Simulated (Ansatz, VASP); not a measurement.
# Two plane-wave programs on Al2O3

```
CELL_PARAMETERS angstrom
2.88432 0.00000 0.00000
-1.44216 2.49790 0.00000
0.00000 0.00000 9.33675
ATOMIC_POSITIONS crystal
Al 0.00000 0.00000 0.85001
Al 0.00000 0.00000 0.14999
O 0.33333 0.66667 0.77768
O 0.66667 0.33333 0.00000
O 0.33333 0.66667 0.22232
```

Measurements of this composition are mostly on another form, of space group No. 167.

Alike in both runs: functional LDA; k mesh 11 × 11 × 3; occupations fermi-dirac, width 0.05 eV; no spin polarisation.

|  | VASP | Ansatz |
| --- | --- | --- |
| version | VASP 6.6.1 | Ansatz 0.2.0 |
| potentials or method | VASP PAW LDA potentials, release 64 (Al, O) | Ansatz PAW |
| plane-wave cutoff (eV) | 520 | 420 |
| valence electrons in the cell | 24 | 24 |
| task | single point | projected density of states |

VASP gave:

| Item | Value |
| --- | --- |
| gap on the k mesh at the Fermi level (eV) | 4.74 |
| least direct gap on the mesh (eV) | 4.99 |
| pressure (GPa) | -6.4 |
| largest component of the traceless stress (GPa) | 1.40 |
| rms of the force components (eV/Å) | 0.182 |

Task: Which values does Ansatz return?

Result: gap on the k mesh at the Fermi level (eV): 4.76; least direct gap on the mesh (eV): 5.01; pressure (GPa): -7.0; largest component of the traceless stress (GPa): 1.90; rms of the force components (eV/Å): 0.192.

Atom by atom the forces differ by 0.010 eV/Å (rms over components).

Caveats: an odd mesh through Γ misses points on the zone boundary, where band edges often lie (VASP); odd divisions of the mesh miss points on the zone boundary, where band edges often lie, so the gap on the mesh can be too wide (Ansatz); the pressure holds a Pulay correction of +0.7 GPa for the finite cutoff (Ansatz); the PAW data sets come from PBE, with cores solved anew for the run's functional, which leaves a small shift of forces and pressure (Ansatz); the density of states is complete only up to the lowest level of the last band computed (Ansatz).
